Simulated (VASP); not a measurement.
Write the native input for VASP 6.6.1 that does the following.

```
Task                   : relaxation of the atoms
Functional             : PBE
Potentials or basis    : VASP PAW PBE potentials, release 64 (Hf_pv, Si)
Cutoff                 : 520 eV
k mesh                 : 3 × 2 × 3
Occupations            : methfessel-paxton, width 0.1 eV
Spin                   : no spin polarisation
Further INCAR settings : ALGO = Normal; EDIFF = 1e-06; IBRION = 2; EDIFFG = -0.01; NSW = 40
```

The structure of Hf16Si31 (a cell with a defect) lies in POSCAR:

```
Hf16Si31
1.0
    7.3440000000      0.0000000000      0.0000000000
    0.0000000000     14.5700000000      0.0000000000
    0.0000000000      0.0000000000      7.2820000000
Hf Si
16 31
Direct
    0.2500000000      0.6060000000      0.1250000000
    0.2500000000      0.6060000000      0.6250000000
    0.5000000000      0.1060000000      0.1250000000
    0.5000000000      0.1060000000      0.6250000000
    0.7500000000      0.6060000000      0.1250000000
    0.7500000000      0.6060000000      0.6250000000
    0.0000000000      0.1060000000      0.1250000000
    0.0000000000      0.1060000000      0.6250000000
    0.2500000000      0.3940000000      0.3750000000
    0.2500000000      0.3940000000      0.8750000000
    0.5000000000      0.8940000000      0.3750000000
    0.5000000000      0.8940000000      0.8750000000
    0.7500000000      0.3940000000      0.3750000000
    0.7500000000      0.3940000000      0.8750000000
    0.0000000000      0.8940000000      0.3750000000
    0.0000000000      0.8940000000      0.8750000000
    0.2500000000      0.9410000000      0.6250000000
    0.5000000000      0.4410000000      0.1250000000
    0.5000000000      0.4410000000      0.6250000000
    0.7500000000      0.9410000000      0.1250000000
    0.7500000000      0.9410000000      0.6250000000
    0.0000000000      0.4410000000      0.1250000000
    0.0000000000      0.4410000000      0.6250000000
    0.2500000000      0.0590000000      0.3750000000
    0.2500000000      0.0590000000      0.8750000000
    0.5000000000      0.5590000000      0.3750000000
    0.5000000000      0.5590000000      0.8750000000
    0.7500000000      0.0590000000      0.3750000000
    0.7500000000      0.0590000000      0.8750000000
    0.0000000000      0.5590000000      0.3750000000
    0.0000000000      0.5590000000      0.8750000000
    0.2500000000      0.2500000000      0.1250000000
    0.2500000000      0.2500000000      0.6250000000
    0.5000000000      0.7500000000      0.1250000000
    0.5000000000      0.7500000000      0.6250000000
    0.7500000000      0.2500000000      0.1250000000
    0.7500000000      0.2500000000      0.6250000000
    0.0000000000      0.7500000000      0.1250000000
    0.0000000000      0.7500000000      0.6250000000
    0.2500000000      0.7500000000      0.3750000000
    0.2500000000      0.7500000000      0.8750000000
    0.5000000000      0.2500000000      0.3750000000
    0.5000000000      0.2500000000      0.8750000000
    0.7500000000      0.7500000000      0.3750000000
    0.7500000000      0.7500000000      0.8750000000
    0.0000000000      0.2500000000      0.3750000000
    0.0000000000      0.2500000000      0.8750000000
```

These files were run (other wordings do the same):

INCAR

```
ALGO = Normal
EDIFF = 1E-6
EDIFFG = -0.01
ENCUT = 520
GGA = PE
IBRION = 2
ISIF = 2
ISMEAR = 1
LASPH = T
LCHARG = F
LREAL = F
LWAVE = F
NELM = 60
NSW = 40
PREC = Accurate
SIGMA = 0.1
```

KPOINTS

```
k-points
0
Gamma
  3 2 3
```

Potentials or basis: VASP PAW PBE potentials, release 64 (Hf_pv, Si).

Run with:

```sh
$ cat potpaw_PBE.64/Hf_pv/POTCAR potpaw_PBE.64/Si/POTCAR > POTCAR
$ mpirun -np 8 vasp_std > vasp.out
```

Results of the run:

| Item | Value |
| --- | --- |
| Energy gained by relaxing | 21.7 meV/atom |
| Ionic steps | 14 |
| Pressure after relaxing | 0.3 GPa |
| Largest force after relaxing | 0.009 eV/Å |
| Band gap on the k mesh | none (metal or under the smearing width) |

Wall time 38 min on 8 MPI ranks on Intel(R) Xeon(R) 6975P-C (Granite Rapids), with other jobs on the host, peak memory 0.32 GiB a rank.
